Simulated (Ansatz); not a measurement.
## Pt in Ansatz: the effect of target pressure

The system is Pt.

```xyz
1
Lattice="0.0000 1.9609 1.9609 1.9609 0.0000 1.9609 1.9609 1.9609 0.0000" Properties=species:S:1:pos:R:3 pbc="T T T"
Pt    0.0000    0.0000    0.0000
```

Alike in all runs:

* Program: Ansatz 0.2.0
* Task: relaxation of cell and atoms
* Functional: PBEsol
* Potentials or basis: Ansatz PAW
* Cutoff: 420 eV (not typed: the program's choice for these potentials)
* k mesh: 12 × 12 × 12
* Occupations: fermi-dirac, width 0.05 eV
* Spin: no spin polarisation

Each run relaxes the cell or the atoms first.

```csv
target pressure,relaxed volume (Å³/atom)
0 GPa,15.05
2 GPa,14.94
5 GPa,14.80
10 GPa,?
20 GPa,14.17
30 GPa,13.83
```

Problem. What does the run with target pressure 10 GPa give?

Solution. Relaxed volume 14.57 Å³/atom.

Worked out: In Murnaghan's law V^(-B') rises as a straight line in P. The other rows fit best with B' = 4.7, V0 = 15.05 Å³/atom and B0 = 290 GPa, which gives 14.57 Å³/atom at 10 GPa, against the run's 14.57.

Caveats: the plane-wave basis is chosen anew once the cell has moved, so the energies of steps on either side of that aren't comparable; the PAW data sets come from PBE, with cores solved anew for the run's functional, which leaves a small shift of forces and pressure.
